# Two metals between technetium and palladium

## Sizes worth remembering

The step from palladium to silver, the next element, swells the bcc crystal by about 17 % in PBE. Changing the level of theory from PBE to the hybrid HSE06 moves the volume of the known metals below by less than 4 %, or little more than 1 % in the cell edge. The place in the periodic table sets the size of the atom; the functional trims it.

Elements in the bcc structure, with cells relaxed in PBE and in HSE06 (Ansatz 0.2.0, plane-wave PAW, scalar-relativistic, no spin polarization). The plane-wave cutoff is 600 eV for Tc and 420 eV for the others, the Gaussian smearing 0.05 eV, and k-meshes are listed as PBE / HSE06. Loewdin d electrons are counted by projection on the free atom's shells; M is the element.

| element | distinct k-meshes among the runs behind the row | Z | group | period | volume, PBE (1) (Å³/atom) | volume, HSE06 (2) (Å³/atom) | volume, (2) over (1), less one (%) | Loewdin d electrons on M, PBE (e) | Loewdin d electrons on M, HSE06 (e) |
| --- | --- | --- | --- | --- | --- | --- | --- | --- | --- |
| Li | 16x16x16 / 8x8x8 | 3 | 1 | 2 | 20.29 | 20.82 | 2.6 | 0.00 | 0.00 |
| Zn | 18x18x18 / 10x10x10 | 30 | 12 | 4 | 15.36 | 15.43 | 0.5 | 9.98 | 9.99 |
| Tc | 20x20x20 / 10x10x10 | 43 | 7 | 5 | 14.61 | 14.13 | -3.3 | 6.06 | 6.03 |
| Ru | 20x20x20 / 10x10x10 | 44 | 8 | 5 | ? | ? | ? | ? | ? |
| Rh | 20x20x20 / 10x10x10 | 45 | 9 | 5 | ? | ? | ? | ? | ? |
| Pd | 18x18x18 / 10x10x10 | 46 | 10 | 5 | 15.44 | 14.99 | -2.9 | 9.38 | 9.43 |
| Ag | 18x18x18 / 10x10x10 | 47 | 11 | 5 | 18.03 | 17.95 | -0.5 | 9.88 | 9.91 |
| Cd | 16x16x16 / 8x8x8 | 48 | 12 | 5 | 23.33 | 22.49 | -3.6 | 9.98 | 9.99 |
| Ir | 20x20x20 / 10x10x10 | 77 | 9 | 6 | 15.04 | 14.50 | -3.6 | 7.89 | 7.93 |
| Au | 18x18x18 / 10x10x10 | 79 | 11 | 6 | 17.99 | 17.53 | -2.6 | 9.75 | 9.78 |
| Bi | 14x14x14 / 8x8x8 | 83 | 15 | 6 | 31.53 | 30.39 | -3.6 | 10.00 | 10.00 |

The question is how large bcc Ru and Rh are in PBE, and by how much HSE06 changes them. Neither metal takes this structure in ordinary life, so the answers describe model crystals and can't be used as handbook densities.

## Why the PBE volume should curve upwards

A d shell holds ten electrons. The first five or so enter bonding states of the d band, the later ones antibonding states. In Friedel's simple picture the cohesion from $N$ d electrons goes as $N(10-N)$, so each electron beyond the middle costs more bonding than the one before. Meanwhile the growing nuclear charge pulls the shells inwards, which can win at first but is likely to lose later.

The molecules N$_2$, O$_2$ and F$_2$ show the same thing in miniature. Their bonds are roughly 1.1, 1.2 and 1.4 angstrom long (recalled values): filling antibonding orbitals stretches the bond in growing steps. The likeness ends there, since a metal has a continuous band, many neighbours and s electrons that also bind.

## Bracketing the volume of Ru

If the volume curves upwards, the straight line from Tc to Pd lies above the true curve. With $g$ for the group number and volumes in Å$^3$ per atom, its slope is $(15.44-14.61)/3=0.277$, so

$$V_\text{line}(g)=14.61+0.277\,(g-7).$$

For Ru, with $g=8$, this upper bound is 14.89.

A lower bound comes from the parabola through Tc, Pd and Ag:

$$V_\text{par}(g)=V_\text{line}(g)+0.578\,(g-7)(g-10).$$

The value 0.578 makes the curve pass through Ag. A weakly bound metal is soft and yields more to each further loss of bonding, so the curve should bend less between Tc and Pd than it does near Ag. The parabola then lies too low, and for Ru it gives 13.73.

The middle of the two bounds is 14.3, and half their distance is 0.6. Tc and Pd fix both bounds and Ag the lower one; Ru and Rh took no part. The known volumes up to Cd agree with a growing bend, but Ag and Cd have full d shells, so the bounds between Tc and Pd rest on the argument.

## What HSE06 should do

PBE lets an electron repel itself a little, which tends to spread out compact shells. The exact exchange in HSE06 removes part of this error. Theory therefore suggests tighter shells and altered d bonds, though the table can't separate the two. It does show that the number of d electrons hardly changes, so a large transfer of charge into or out of the d shell isn't the cause of the shrinkage. (Pd's count has no 5s partner in the projection, so only its change is used here.) The argument doesn't explain every row: Li expands by 2.6 %, while Zn and Ag move by only about half a per cent. The pressure reported for their final cells, below 0.04 GPa, would explain only about 0.1 % or less.

Tc, Pd and Ir, whose d shells are open, shrink by similar percentages. Cd and Bi shrink by as much with full shells, so an open shell isn't a condition for shrinking. Yet equal percentages aren't equal forces: the pressure that would produce the same shrinkage is roughly the bulk modulus times the relative change. With rough recalled moduli of the ordinary phases, it is of order ten GPa for Tc and Ir, but of order one for soft Cd and Bi. Open-shell Pd and full-shell Au lie in between and close to each other, so the pressure draws no sharp line.

The open-shell metals are taken as the closest relatives of Ru and Rh, because they too have partly filled d bands and are fairly stiff. Their mean change, −3.3 %, is the forecast. Predicting each of the three from the other two misses by 0.43 percentage points (root mean square). Allowing a further 0.4 % for imperfect relaxation in each of the two volumes, a generous figure for such stiff metals, gives $\sqrt{0.43^2+0.4^2+0.4^2}\approx0.7$.

## The forecasts

- **Change from PBE to HSE06:** −3.3 % for both metals, give or take 0.7 percentage points.
- **PBE volume:** Ru 14.3 and Rh 14.6 Å$^3$ per atom, each give or take 0.6. Ru should be smaller than Rh, and probably smaller than Tc.
- **HSE06 volume:** Ru 13.8 and Rh 14.1 Å$^3$ per atom, each give or take 0.6.
- **d electrons in PBE:** 7 and 8, the group number less one, give or take 0.4. Tc and Ir follow this rule to about 0.1, and the wider allowance covers Pd's larger excess. HSE06 should change the counts by less than 0.1, as it does in all the known rows.

## The computed values

The withheld rows as computed:

| element | distinct k-meshes among the runs behind the row | Z | group | period | volume, PBE (1) (Å³/atom) | volume, HSE06 (2) (Å³/atom) | volume, (2) over (1), less one (%) | Loewdin d electrons on M, PBE (e) | Loewdin d electrons on M, HSE06 (e) |
| --- | --- | --- | --- | --- | --- | --- | --- | --- | --- |
| Ru | 20x20x20 / 10x10x10 | 44 | 8 | 5 | 14.24 | 13.65 | -4.1 | 7.18 | 7.18 |
| Rh | 20x20x20 / 10x10x10 | 45 | 9 | 5 | 14.47 | 13.89 | -4.0 | 8.17 | 8.22 |

The PBE volumes lie well inside their brackets. The forecasts are too large by 0.07 Å$^3$ for Ru and 0.12 for Rh, less than 1 % of the volume. Ru is indeed smaller than both Rh and Tc: in the picture used here, the inward pull of the nucleus still wins from Tc to Ru, and the loss of bonding wins from there on. The argument supports the bracket but not its exact middle, so such close agreement shouldn't be counted on elsewhere.

The change between the two levels is the weak part. Ru shrinks by 4.1 %, just outside the forecast range, and Rh by 4.0 %, at its edge. Both shrink more than Tc on one side and Pd on the other. A mean over three metals has no room for such a hump, and three metals were too few to give a safe error bar.

Why the hump lies there is a guess. Tightening the d shell may matter most where there are many d electrons and d bonds are still strong, a combination that fades towards Pd. The coarser k-point meshes and the loosely converged stress of the hybrid runs may also contribute; their effect on the volume change wasn't measured. Nor was that of the plane-wave cutoff, which is 600 eV for Tc but 420 eV for all the other metals. Spin polarization is left out of all runs, so whether any of these bcc metals would become magnetic wasn't tested.

The HSE06 volumes stay within their ranges, but the forecasts are too large by about 0.2 Å$^3$ for both metals. More than half of the Ru miss comes from the underestimated shrinkage. The PBE d counts are about 0.2 above the simple rule, within the allowance. HSE06 leaves the Ru count unchanged and raises the Rh count by 0.05, both within the forecast bound of 0.1.

## Using the result

For Ru and Rh the estimate took two steps: place the volume on the upward curve, then apply the functional's correction of a few per cent. The first step stayed well inside its error bar and the second didn't, though in per cent of the volume the misses were both below 1 %. The recipe shouldn't be carried on to Ag, whose volume hardly changes between the two levels. For Ru, going from PBE to HSE06 raises the calculated density by about 4 %, which matters if densities from the two levels are mixed in one data set. For the ordinary phases of the late 4d metals, PBE is known to give volumes that are somewhat too large, so a modest shrinkage goes the right way. But hybrids tend to make the bands of metals too wide and to exaggerate magnetism, so HSE06 isn't the better choice for every property of a metal.
